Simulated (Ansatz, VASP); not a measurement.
## BP: VASP beside Ansatz

```
B P
1.0
     6.12134   -0.30823    0.23064
    -0.29198    4.88592    0.74108
     0.20109    0.74384    4.54055
B P
5 5
Direct
  0.42413 0.53734 0.60158
  0.92657 0.30201 0.83388
  0.49033 0.55717 0.22484
  0.21086 0.25180 0.82726
  0.50532 0.73808 0.82816
  0.71773 0.29755 0.18654
  0.36070 0.19705 0.18824
  0.25949 0.93693 0.66881
  0.76764 0.01657 0.64629
  0.97731 0.70209 0.54381
```

Alike in both runs: functional PBE; k mesh 3 × 3 × 3; occupations gaussian, width 0.1 eV; no spin polarisation.

Ansatz relaxed the structure, and its values are those at the end. VASP's run is a single point on that final structure, the one shown.

```csv
,VASP,Ansatz
version,VASP 6.6.1,Ansatz 0.2.0
potentials or method,"VASP PAW PBE potentials, release 64 (B, P)","scalar-relativistic, plane waves, PAW"
plane-wave cutoff (eV),520,420
valence electrons in the cell,40,40
```

Ansatz gave:

- gap on the k mesh at the Fermi level (eV): 0.81
- least direct gap on the mesh (eV): 1.31
- rms of the force components (eV/Å): 0.017

Question: What did VASP give for the same quantities?

Answer: gap on the k mesh at the Fermi level (eV): 0.81; least direct gap on the mesh (eV): 1.31; rms of the force components (eV/Å): 0.024.

The functional is the same, so the differences come from potentials, cutoffs and numerics.

Caveats: the k mesh is coarse (spacing up to 0.48 Å⁻¹), so the values aren't converged. A hybrid or GW would open this gap; PBE tends to underestimate it.
